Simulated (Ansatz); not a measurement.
## Ba (Im-3m), a film clamped to a substrate

The calculation used DFT PBE, scalar-relativistic, plane waves, PAW (Ansatz). The runs took a 420 eV cutoff, a Γ-centred 14×14×14 mesh and Gaussian smearing (0.15 eV). No spin polarisation. Energies are free energies at this smearing, counted from the undisturbed cell; pressure is positive in compression.

Reference structure (as given, not relaxed at this level; it stands at 0.1 GPa):

```
Ba
1.0
    -2.50000    2.50000    2.50000
     2.50000   -2.50000    2.50000
     2.50000    2.50000   -2.50000
Ba
1
Direct
  0.00000 0.00000 0.00000
```

The cell (1 atom, V0 = 62.50 Å³) is strained by p along both x and y and by q along z, fractional coordinates fixed. τp = (1/V0) ∂E/∂p = (σxx + σyy)(1 + p)(1 + q) and τq = (1/V0) ∂E/∂q = σzz(1 + p)², with tension positive.

```csv
p,q,ΔE (meV/atom),τp (GPa),τq (GPa)
0.000,0.000,0.00,-0.22,-0.11
-0.015,0.000,3.05,-0.83,-0.33
0.015,0.000,0.36,0.34,0.10
0.000,-0.015,1.20,-0.44,-0.30
0.000,0.015,-0.14,-0.01,0.06
```

**Question.** Get the second derivatives of the energy density.

**Answer.** Central differences give A = ∂τp/∂p = 39 GPa (C11 + C22 + 2 C12), C = ∂τq/∂q = 12.1 GPa (C33) and the cross term B = ∂τq/∂p = 14.5 GPa (C13 + C23); ∂τp/∂q = 14.5 GPa must equal B, and any difference shows higher-order terms. The ions are clamped. In a cubic crystal C11 = C = 12.1, C12 = B/2 = 7.3 GPa and A should be 2(C11 + C12) = 39 GPa; the bulk modulus is (C11 + 2 C12)/3 = 8.9 GPa.

**Question.** A film of this crystal grows with z along the normal on a substrate that imposes p. How does its thickness respond, and what does the misfit cost?

**Answer.** Count p and q from the stress-free cell. A free surface needs τq = 0, so q = −(B/C) p = -1.20 p. The energy density left is (A − B²/C) p²/2 = M p², with the biaxial modulus M = 10.7 GPa; a misfit of 1 % costs 0.42 meV/atom, against 0.76 meV/atom if the thickness were held.

In a metal these slopes depend on the k mesh and the smearing.